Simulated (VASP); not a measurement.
Set up this calculation in VASP 6.6.1, as the native input.

* Task: single point
* Functional: PBEsol
* Potentials or basis: VASP PAW PBE potentials, release 64 (Os)
* Cutoff: 520 eV
* k mesh: 24 × 24 × 24
* Occupations: gaussian, width 0.1 eV
* Spin: no spin polarisation
* Dipole correction: no
* Further INCAR settings: ALGO = Normal; EDIFF = 1e-06; NBANDS = 10

The structure of Os lies in POSCAR:

```
Os
1.0
    0.0000000000      1.9103248928      1.9103248928
    1.9103248928      0.0000000000      1.9103248928
    1.9103248928      1.9103248928      0.0000000000
Os
1
Direct
    0.0000000000      0.0000000000      0.0000000000
```

The cell was built by a generator and needn't be a form met in nature.

The input as run:

INCAR

```
PREC = Accurate
ENCUT = 520
EDIFF = 1E-6
ISMEAR = 0
SIGMA = 0.1
LREAL = F
LASPH = T
NELM = 100
ALGO = Normal
ISIF = 2
LWAVE = F
LCHARG = T
GGA = PS
LELF = T
LVHAR = T
NBANDS = 10
```

KPOINTS

```
Automatic mesh
0
Gamma
  24 24 24
```

Potentials or basis: VASP PAW PBE potentials, release 64 (Os).

Run with:

```console
$ cat potpaw_PBE.64/Os/POTCAR > POTCAR
$ mpirun -np 1 vasp_std > vasp.out
```

Results of the run:

```json
{
 "Pressure": "0.5 GPa",
 "Band gap on the k mesh": "none (metal or under the smearing width)"
}
```

Caveat: the PAW data sets were made with another functional, which shifts forces and pressure a little.

Wall time 25 s on 1 thread of Intel(R) Xeon(R) Platinum 8488C (Sapphire Rapids), with other jobs on the host, peak memory 0.18 GiB.
